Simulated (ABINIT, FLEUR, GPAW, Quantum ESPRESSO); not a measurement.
**One calculation of WSe, 4 ways**

```
W Se
1.0
     3.31794    0.00000    0.00000
    -1.65897    2.87342    0.00000
     0.00000    0.00000   31.65814
W Se
2 2
Direct
  0.00000 0.00000 0.23691
  0.00000 0.00000 0.76309
  0.33333 0.66667 0.28941
  0.33333 0.66667 0.71059
```

Alike in all runs: functional PBE; k mesh 9 × 9 × 1; occupations fermi-dirac, width 0.05 eV; no spin polarisation; no spin-orbit coupling.

```
                            program and potentials  plane-wave cutoff (eV)                                    notes  largest force (eV/Å)
Quantum ESPRESSO, PseudoDojo 0.4.1 SR PBE standard                    1170  15 valence electrons an atom on average                 0.411
                        FLEUR, all-electron, FLAPW                       -                                        -                 0.464
                          ABINIT, JTH PAW PBE v2.0                     435  10 valence electrons an atom on average                 0.393
        GPAW, GPAW PAW data sets (gpaw-data 1.2.1)                     450  10 valence electrons an atom on average                 0.421
```

Force on atom 1 (W), eV/Å:

```
                            program and potentials      x      y      z
Quantum ESPRESSO, PseudoDojo 0.4.1 SR PBE standard  0.000  0.000  0.411
                        FLEUR, all-electron, FLAPW  0.000  0.000  0.464
                          ABINIT, JTH PAW PBE v2.0  0.000  0.000  0.393
        GPAW, GPAW PAW data sets (gpaw-data 1.2.1)  0.000  0.000  0.421
```

The functional is the same throughout but for its coding, so the spread measures potentials, basis and numerics; runs on potential files found faulty are left out.

All four calculations pull tungsten towards the selenium plane of its own sheet, so the geometry is not a relaxed minimum for any of them. The force would reduce the buckling and shorten the W–Se bonds. The in-plane components vanish because of the threefold axis through the atom, and so say nothing about stability against distortions that break it.

The cell contains two widely separated WSe sheets, each with selenium on only one side of the metal, unlike the Se–W–Se sandwich of WSe₂. This leaves tungsten d states exposed and undersaturated, and the inward pull probably reflects a strengthening of the remaining bonds, as at many metal-terminated surfaces.

The direction of the force is robust, its size less so: the all-electron value, 0.464 eV/Å, lies above the other three. The number of valence electrons alone does not explain the order, since the Quantum ESPRESSO result falls between the two PAW results. Forces at a single geometry do not establish whether the buckled sheet would survive relaxation.
